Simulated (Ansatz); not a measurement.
# Si (Im-3m) in Ansatz: reference runs

Aim: a first look at Si with PBE, on the cell as given and on a disturbed one.

Program: Ansatz 0.2.0. These are calculated values, not measurements. Logs are shortened: lines on timing, memory, paths and dates and some standing lists are left out, and cuts for length are marked.

### Step 1. The structure

The structure is cubic, space group Im-3m (No. 229). The conventional cell has a = 6.672 Å, b = 6.672 Å, c = 6.672 Å, α = 90.00°, β = 90.00°, γ = 90.00°. Around Si (site symmetry -4m2) lie 4 Si at 2.36 Å.

This isn't the form of Si at room conditions, which is diamond.

### Step 2. Single point, PBE

input.yaml reads:

```yaml
crystal:
  lattice:
    - [-3.33608319, 3.33608319, 3.33608319]
    - [3.33608319, -3.33608319, 3.33608319]
    - [3.33608319, 3.33608319, -3.33608319]
  atoms:
    - { symbol: Si, position: [0.5, 0.75, 0.25] }
    - { symbol: Si, position: [0.25, 0.75, 0.5] }
    - { symbol: Si, position: [0.25, 0.5, 0.75] }
    - { symbol: Si, position: [0.5, 0.25, 0.75] }
    - { symbol: Si, position: [0.75, 0.5, 0.25] }
    - { symbol: Si, position: [0.75, 0.25, 0.5] }
kpoints:
  mp_grid: { grid: [6, 6, 6] }
scf:
  occupations: { method: fermi_dirac, width: 0.05 }
hamiltonian:
  xc: pbe
  pseudopotentials: { kind: all_electron, lapw: { basis_error: 0.001 } }
output:
  forces: true
  stress: true
  eigenvalues: true
  populations: true
```

Potentials or basis: all-electron LAPW, scalar-relativistic.

The run is started by

```
> ansatz run input.yaml --threads 4 --pin off --max-ram 12288MiB --backend cpu --events-out ev --progress --plain --runs-dir out
```

Standard output:

```text
Warning: RAYON_NUM_THREADS=4 ignored (pool sized by the plan → 4); use --threads N
Si: projections on atomic orbitals take those of the free atom 1s2 2s2 2p6 3s2 3p2, of charge +0.00 (hamiltonian.pseudopotentials.projection_atoms)
LAPW: plane waves up to 7.552 Å⁻¹, error target 1.0e-3 eV per atom; small_component_spin mean_spin; Si in spheres of 1.179 Å, 12 of its electrons in bands, Dirac shells [] (how accurate: hamiltonian.pseudopotentials.lapw.basis_error, Limitations)
Engine: ansatz 0.2.0, x86_64-unknown-linux-gnu
Pseudopotentials: kind: all_electron
Pseudopotential: Si, LAPW, valence charge 12, lapw/all_electron/scalar/gaussian/Si, Koelling and Harmon's equation, gaussian nucleus
Functional definition: PBE
  parameter kappa = 0.804
  parameter beta = 0.06672455060314922
  exchange = pbe_x(kappa = kappa, mu = beta*pi^2/3)
  correlation = pbe_c(beta = beta)
Crystal: 6 atoms, lattice volume = 148.515 Å³
Basis set: ecut = 217.2843172899339 eV, 1061 PW (Γ), exchange–correlation at level 2
Bands: 44, of which v1, the nominal top of the filled ones, is band 36 counted from 1 (35 counted from 0)
Symmetry: 48 space group operations
Space group: Im-3m (ITA 229), of the structure as read, at distance tolerance 5.3e-5 Å
k-points: 16 of 216
Non-local potential: Si, projectors of the file, none
Initial density: superposition of atomic densities (chi_scale 0.1, normalization cell)
Initial wavefunctions: plane waves of lowest kinetic energy (no species holds an atomic orbital)
Functional: x = pbe(κ = 0.804, μ = 0.2195149727645171), c = pbe(β = 0.06672455060314922)
iter 1 solved again at ethr=4.20e-3 eV; its pass at ethr=1.00e-1 eV (dr2=3.02e0 eV) is discarded
SCF iter   1: F=—  HF=-47353.106432 eV  |F-HF|=—  |Δ(HF+E_count)|=         —  Δρ=3.88e-2  dr2=3.03e0  ethr=4.20e-3  ⟨swp⟩=2.0  Hψ=5054  notcnv=0
preconditioner: auto → Resta (q_TF=auto, 2.418 Å⁻¹)  ε∞=4.2  [insulator: Δε(μ)=0.589 eV  Ē_g=8.330 eV  σ=0.050 eV  W_gap=0.99  n_scr=42 (ndim 8)  ℏωp=14.9 eV  f_vac=0.126  D(μ)=0.01/eV (n_scr^D=0)  ε∞_Penn≈4.2]
SCF iter   2: F=—  HF=-47352.608887 eV  |F-HF|=—  |Δ(HF+E_count)|=   4.98e-1  Δρ=2.31e-2  dr2=1.28e0  ethr=4.20e-3  ⟨swp⟩=2.2  Hψ=1951  notcnv=0
iter 3 solved again at ethr=6.11e-5 eV; its pass at ethr=1.77e-3 eV (dr2=4.40e-2 eV) is discarded
SCF iter   3: F=—  HF=-47352.230963 eV  |F-HF|=—  |Δ(HF+E_count)|=   3.78e-1  Δρ=3.35e-3  dr2=4.38e-2  ethr=6.11e-5  ⟨swp⟩=2.1  Hψ=3636  notcnv=0
SCF iter   4: F=—  HF=-47352.248477 eV  |F-HF|=—  |Δ(HF+E_count)|=         —  Δρ=9.25e-4  dr2=5.77e-3  ethr=6.08e-5  ⟨swp⟩=3.0  Hψ=1981  notcnv=0
the basis was enlarged: its passes take 711.4 KiB over the memory plan, 4 of 4 planned eigensolver slots
SCF iter   5: F=—  HF=-47352.255434 eV  |F-HF|=—  |Δ(HF+E_count)|=   6.96e-3  Δρ=4.59e-4  dr2=5.21e-4  ethr=8.02e-6  ⟨swp⟩=3.1  Hψ=2093  notcnv=0
SCF iter   6: F=—  HF=-47352.257104 eV  |F-HF|=—  |Δ(HF+E_count)|=   1.67e-3  Δρ=9.99e-5  dr2=2.19e-5  ethr=7.24e-7  ⟨swp⟩=3.2  Hψ=1969  notcnv=0
SCF iter   7: F=—  HF=-47352.257259 eV  |F-HF|=—  |Δ(HF+E_count)|=   1.54e-4  Δρ=2.72e-5  dr2=1.54e-6  ethr=3.05e-8  ⟨swp⟩=3.2  Hψ=2021  notcnv=0
SCF iter   8: F=-47352.257266 eV  HF=-47352.257266 eV  |F-HF|=6.92e-7  |Δ(HF+E_count)|=   6.85e-6  Δρ=6.30e-6  dr2=5.49e-8  ethr=2.14e-9  ⟨swp⟩=3.2  Hψ=2029  notcnv=0
SCF 1 converged in 8 iterations: F = -47352.257266 eV  dr2 = 5.49e-8
SCF converged after 8 iterations
Free energy (F): -47352.257266 eV
Harris-Foulkes:  -47352.257266 eV  (|F-HF|=6.92e-7)
Internal energy: -47352.254258 eV  (E = F + TS)
E sigma→0 (E₀):  -47352.255762 eV
Entropy (-TS):   -0.003008 eV (-0.501 meV/atom)
Fermi energy:    5.380573 eV
--- Per-component energies (eV) ---
  E_band       = -4578.433058
  E_kinetic    = 47489.990623
  E_xc         = -3407.883557
  E_electrostatic = -91434.361324  (all electrons and nuclei)
  E_smearing   = -0.003008  (= −TS)
  E_closure    = 0.000000  (closes the sum)
  E_atoms      = -47321.141298  (free atoms, spherical and without spin; not in F)
  Σ components = -47352.257266   (vs F -47352.257266, Δ=0.00e0)
  Basis errors (estimates in eV, not in F): energy 4.7e-4 per atom: plane waves 4.4e-4 (2.6e-4 summed), levels above the bands 4.5e-40, relativity 8.7e-9, radial functions 3.2e-5, core shells 2.9e-13; eigenvalues (radial functions only) 7.3e-7; not estimated: angular momenta, meshes, grids; target (lapw.basis_error) 1.0e-3; muffin-tin radii Si 1.179 Å
--- Forces (eV/Å), atoms counted from 1 ---
  atom   1  Si    -0.00000000     0.00000000     0.00000000
  atom   2  Si    -0.00000000     0.00000000     0.00000000
  atom   3  Si     0.00000000    -0.00000000    -0.00000000
  atom   4  Si    -0.00000000    -0.00000000     0.00000000
  atom   5  Si    -0.00000000     0.00000000    -0.00000000
  atom   6  Si     0.00000000    -0.00000000     0.00000000
  max |Σ_I F_I| component: 1.48e-17 eV/Å
--- Stress (GPa, compression-positive) ---
        1.933393      -0.000000       0.000000
       -0.000000       1.933393      -0.000000
        0.000000      -0.000000       1.933393
  P = ⅓ Tr σ = 1.9334 GPa (19.334 kbar)
--- Band table (eV; the first three rows and the last of 16) ---
  k-point 0: bands = ["-128.5090", "-128.5053", "-128.5053", "-128.5053", "-128.5034", "-128.5034", "-84.5524", "-84.5524", "-84.5524", "-84.5506", "-84.5506", "-84.5506", "-84.5434", "-84.5434", "-84.5434", "-84.5404", "-84.5404", "-84.5367", "-84.5367", "-84.5367", "-84.5274", "-84.5274", "-84.5274", "-84.5167", "-6.4538", "-1.9134", "-1.9134", "-1.7829", "-1.7829", "-1.7829", "2.4656", "2.4656", "2.4656", "3.2468", "3.2468", "3.2468", "7.3742", "7.3742", "7.3742", "7.8710", "8.2109", "8.2109", "11.6091", "12.1128"]
  k-point 1: bands = ["-128.5088", "-128.5057", "-128.5053", "-128.5053", "-128.5034", "-128.5032", "-84.5526", "-84.5525", "-84.5523", "-84.5504", "-84.5504", "-84.5503", "-84.5447", "-84.5442", "-84.5437", "-84.5402", "-84.5388", "-84.5368", "-84.5367", "-84.5365", "-84.5278", "-84.5274", "-84.5265", "-84.5173", "-6.3157", "-3.0572", "-2.4683", "-1.8656", "-1.0421", "-0.6346", "2.1399", "2.2240", "2.7840", "3.1206", "3.4103", "3.7042", "6.5307", "6.8480", "7.5175", "8.2363", "8.8980", "9.4596", "10.8191", "11.1925"]
  k-point 2: bands = ["-128.5083", "-128.5065", "-128.5053", "-128.5053", "-128.5034", "-128.5028", "-84.5529", "-84.5527", "-84.5520", "-84.5499", "-84.5498", "-84.5497", "-84.5466", "-84.5458", "-84.5443", "-84.5399", "-84.5371", "-84.5366", "-84.5365", "-84.5362", "-84.5288", "-84.5272", "-84.5243", "-84.5188", "-5.9206", "-4.1344", "-2.8527", "-2.0134", "-0.1566", "0.4454", "1.7909", "1.8321", "2.5951", "3.4155", "3.5299", "4.3460", "6.2704", "6.8152", "7.9182", "8.7470", "8.9836", "9.2038", "9.4784", "10.1293"]
  k-point 15: bands = ["-128.5071", "-128.5071", "-128.5053", "-128.5053", "-128.5053", "-128.5016", "-84.5524", "-84.5524", "-84.5524", "-84.5488", "-84.5488", "-84.5488", "-84.5483", "-84.5458", "-84.5458", "-84.5458", "-84.5367", "-84.5367", "-84.5367", "-84.5269", "-84.5269", "-84.5269", "-84.5246", "-84.5246", "-4.9318", "-4.9318", "-2.4344", "-2.4344", "-2.4344", "-0.2685", "3.4986", "3.4986", "3.4986", "5.3359", "5.3359", "5.3359", "5.6884", "5.6884", "5.6884", "8.2901", "8.5626", "8.9584", "9.5890", "9.5890"]
--- Löwdin populations: 6 sites ---
  site symbol       q [e]
     0     Si     13.9526
     1     Si     13.9526
     2     Si     13.9526
     3     Si     13.9526
     4     Si     13.9526
     5     Si     13.9526
  spilling = 0.003385 (of n_electrons = 84.000000)
```

Run time: 6.5 s. Hardware: 4 threads of Intel Xeon Platinum 8488C (Sapphire Rapids), shared host; peak memory 0.45 GiB.

Results:

```
Free energy            : -47352.2573 eV
Pressure               : 1.9 GPa
Band gap on the k mesh : 0.12 eV, indirect (least direct gap 0.35 eV)
```

A k mesh can miss the band edges. Expect the measured gap to be larger: semilocal functionals such as PBE lack the derivative discontinuity.

### Step 3. Single point, PBE (atoms moved at random, drawn with an rms of 0.05 Å)

input.yaml reads:

```yaml
crystal:
  lattice:
    - [-3.33608319, 3.33608319, 3.33608319]
    - [3.33608319, -3.33608319, 3.33608319]
    - [3.33608319, 3.33608319, -3.33608319]
  atoms:
    - { symbol: Si, position: [0.501105, 0.751661, 0.252151] }
    - { symbol: Si, position: [0.245579, 0.749161, 0.494622] }
    - { symbol: Si, position: [0.256939, 0.50591, 0.751172] }
    - { symbol: Si, position: [0.500996, 0.247446, 0.743278] }
    - { symbol: Si, position: [0.751214, 0.504814, 0.249651] }
    - { symbol: Si, position: [0.751479, 0.256992, 0.498646] }
kpoints:
  mp_grid: { grid: [6, 6, 6] }
scf:
  occupations: { method: fermi_dirac, width: 0.05 }
hamiltonian:
  xc: pbe
  pseudopotentials: { kind: all_electron, lapw: { basis_error: 0.001 } }
output:
  forces: true
  stress: true
  eigenvalues: true
  populations: true
```

Potentials or basis: all-electron LAPW, scalar-relativistic.

The run is started by

```
> ansatz run input.yaml --threads 4 --pin off --max-ram 12288MiB --backend cpu --events-out ev --progress --plain --runs-dir out
```

Standard output:

```text
Warning: RAYON_NUM_THREADS=4 ignored (pool sized by the plan → 4); use --threads N
Si: projections on atomic orbitals take those of the free atom 1s2 2s2 2p6 3s2 3p2, of charge +0.00 (hamiltonian.pseudopotentials.projection_atoms)
LAPW: plane waves up to 7.686 Å⁻¹, error target 1.0e-3 eV per atom; small_component_spin mean_spin; Si in spheres of 1.166 Å, 12 of its electrons in bands, Dirac shells [] (how accurate: hamiltonian.pseudopotentials.lapw.basis_error, Limitations)
Engine: ansatz 0.2.0, x86_64-unknown-linux-gnu
Pseudopotentials: kind: all_electron
Pseudopotential: Si, LAPW, valence charge 12, lapw/all_electron/scalar/gaussian/Si, Koelling and Harmon's equation, gaussian nucleus
Functional definition: PBE
  parameter kappa = 0.804
  parameter beta = 0.06672455060314922
  exchange = pbe_x(kappa = kappa, mu = beta*pi^2/3)
  correlation = pbe_c(beta = beta)
Crystal: 6 atoms, lattice volume = 148.515 Å³
Basis set: ecut = 225.05468393036395 eV, 1157 PW (Γ), exchange–correlation at level 2
[... 51 lines left out ...]
  P = ⅓ Tr σ = 1.9533 GPa (19.533 kbar)
--- Band table (eV; the first three rows and the last of 112) ---
  k-point 0: bands = ["-128.5189", "-128.5136", "-128.5117", "-128.5054", "-128.5040", "-128.4921", "-84.5622", "-84.5596", "-84.5574", "-84.5559", "-84.5546", "-84.5522", "-84.5499", "-84.5477", "-84.5455", "-84.5434", "-84.5415", "-84.5405", "-84.5350", "-84.5322", "-84.5299", "-84.5275", "-84.5231", "-84.5135", "-6.4568", "-1.9704", "-1.9042", "-1.8266", "-1.7781", "-1.7048", "2.4172", "2.4681", "2.5003", "3.2251", "3.2548", "3.2720", "7.2932", "7.3838", "7.4341", "7.8695", "8.1938", "8.2277", "11.6044", "12.0720"]
  k-point 1: bands = ["-128.5189", "-128.5136", "-128.5117", "-128.5055", "-128.5040", "-128.4921", "-84.5622", "-84.5596", "-84.5573", "-84.5558", "-84.5545", "-84.5522", "-84.5505", "-84.5480", "-84.5452", "-84.5435", "-84.5413", "-84.5401", "-84.5351", "-84.5318", "-84.5300", "-84.5272", "-84.5232", "-84.5136", "-6.3201", "-3.0470", "-2.4720", "-1.8864", "-1.0376", "-0.6347", "2.1189", "2.2277", "2.7925", "3.1337", "3.4075", "3.7054", "6.5397", "6.8282", "7.5165", "8.2169", "8.9050", "9.4689", "10.8633", "11.1857"]
  k-point 2: bands = ["-128.5188", "-128.5136", "-128.5117", "-128.5055", "-128.5039", "-128.4921", "-84.5622", "-84.5596", "-84.5573", "-84.5557", "-84.5543", "-84.5522", "-84.5515", "-84.5484", "-84.5451", "-84.5438", "-84.5407", "-84.5391", "-84.5357", "-84.5313", "-84.5302", "-84.5265", "-84.5237", "-84.5141", "-5.9319", "-4.1148", "-2.8526", "-2.0314", "-0.1648", "0.4348", "1.7795", "1.8324", "2.6228", "3.4152", "3.5358", "4.3322", "6.2622", "6.8085", "7.9305", "8.7148", "9.0327", "9.2188", "9.4751", "10.1375"]
  k-point 111: bands = ["-128.5187", "-128.5137", "-128.5117", "-128.5059", "-128.5036", "-128.4921", "-84.5620", "-84.5592", "-84.5571", "-84.5559", "-84.5540", "-84.5532", "-84.5514", "-84.5498", "-84.5462", "-84.5445", "-84.5413", "-84.5352", "-84.5349", "-84.5304", "-84.5289", "-84.5270", "-84.5253", "-84.5150", "-4.9634", "-4.9076", "-2.5059", "-2.4208", "-2.3781", "-0.2702", "3.4814", "3.4883", "3.5202", "5.2718", "5.3232", "5.4052", "5.6715", "5.6753", "5.7265", "8.2797", "8.5683", "8.9513", "9.5434", "9.6239"]
--- Löwdin populations: 6 sites ---
  site symbol       q [e]
     0     Si     13.9519
     1     Si     13.9503
     2     Si     13.9556
     3     Si     13.9523
     4     Si     13.9491
     5     Si     13.9559
  spilling = 0.003393 (of n_electrons = 84.000000)
```

populations.tsv:

```text
# site	symbol	l	j	q
# orbitals = lowdin
# n_electrons = 84.000000
# spilling = 0.003393
# projection_atom_Si: 1s2 2s2 2p6 3s2 3p2
0	Si	0_1S	-	1.999825
0	Si	0_2S	-	1.985858
0	Si	0_3S	-	1.197199
0	Si	1_2P	-	5.996820
0	Si	1_3P	-	2.772168
1	Si	0_1S	-	1.999819
1	Si	0_2S	-	1.985404
1	Si	0_3S	-	1.187637
1	Si	1_2P	-	5.996699
1	Si	1_3P	-	2.780691
2	Si	0_1S	-	1.999830
2	Si	0_2S	-	1.986199
2	Si	0_3S	-	1.203815
2	Si	1_2P	-	5.996911
2	Si	1_3P	-	2.768879
3	Si	0_1S	-	1.999826
3	Si	0_2S	-	1.985895
3	Si	0_3S	-	1.198187
3	Si	1_2P	-	5.996832
3	Si	1_3P	-	2.771526
4	Si	0_1S	-	1.999821
4	Si	0_2S	-	1.985539
4	Si	0_3S	-	1.191398
4	Si	1_2P	-	5.996736
4	Si	1_3P	-	2.775571
5	Si	0_1S	-	1.999826
5	Si	0_2S	-	1.985924
5	Si	0_3S	-	1.197601
5	Si	1_2P	-	5.996839
5	Si	1_3P	-	2.775723
```

Wall time 50 s (4 threads of Intel Xeon Platinum 8488C (Sapphire Rapids), shared host); peak memory 0.97 GiB.

What came out:

| Quantity | Value |
| --- | --- |
| Free energy | -47352.2343 eV |
| Pressure | 2.0 GPa |
| Largest force | 0.459 eV/Å |
| Band gap on the k mesh | none (metal or under the smearing width) |

Forces on the atoms (eV/Å):
```
Si   0.059 -0.209  0.280
Si   0.046  0.218  0.119
Si  -0.020 -0.090 -0.211
Si   0.455  0.033 -0.050
Si  -0.261 -0.255 -0.124
Si  -0.280  0.303 -0.015
```

Levels at points of the mesh, in eV from the Fermi level:
```tsv
k point	band 34	band 35	band 36	band 37	band 38	band 39
(0.00, 0.00, 0.00)	-2.16	-2.13	-2.11	1.91	2.00	2.05
(0.00, 0.00, -0.50)	-2.11	-1.38	-0.76	1.10	2.28	2.58
(0.00, -0.50, 0.00)	-2.15	-1.34	-0.75	1.14	2.26	2.58
(0.00, -0.50, -0.50)	-2.13	-1.36	-0.73	1.12	2.24	2.63
(-0.50, 0.00, 0.00)	-2.14	-1.35	-0.73	1.13	2.24	2.60
(-0.50, 0.00, -0.50)	-2.12	-1.38	-0.72	1.11	2.23	2.64
(-0.50, -0.50, 0.00)	-2.09	-1.39	-0.75	1.08	2.26	2.62
(-0.50, -0.50, -0.50)	-0.11	-0.06	0.02	0.29	0.29	0.34
```
